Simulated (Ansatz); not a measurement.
Ge: reading a single point

```xyz
3
Lattice="-2.8941 5.5985 2.9390 2.8132 0.0034 2.8514 2.8285 2.7725 -0.0120" Properties=species:S:1:pos:R:3 pbc="T T T"
Ge    2.7478    5.6886    3.0644
Ge    1.6026    1.1994    1.4492
Ge    1.3995    4.3071    4.4603
```

Single point in Ansatz 0.2.0 with r2SCAN, no spin polarisation. Cutoff 500 eV, PAW datasets, 3×5×6 (shifted by 0, 0.5, 0.5 steps) k mesh, fermi-dirac filling (width 0.1 eV).

Task: What do density and ELF say about some of the short contacts?

Result: Ge–Ge at 2.38 Å: least valence density 0.56 e/Å³ and ELF 0.76 there. Both are smooth PAW fields, read partly inside the augmentation spheres.

Task: What does the stress say?

Result: The pressure is -5.1 GPa (compression positive), so with the atoms held at these fractions the cell would first shrink; the forces are large, so a full relaxation may end otherwise. The principal stresses -9.2, -4.1, -1.9 GPa differ, so its shape would change too.

Task: What happens at the Fermi level?

Result: It is a metal, with about 1.5 states/eV a cell as the mean within 0.25 eV of the Fermi level, mostly Ge p (93 %).

Task: Where is the largest force?

Result: The largest is on Ge1: 1.21 eV/Å, components (0.99, -0.37, -0.57). It makes 124° with the line to a nearest neighbour, Ge3 at 2.38 Å.

Origin: a cell with a point defect, so it need not be a known compound. Caveats: the k mesh is coarse if the cell is a metal.
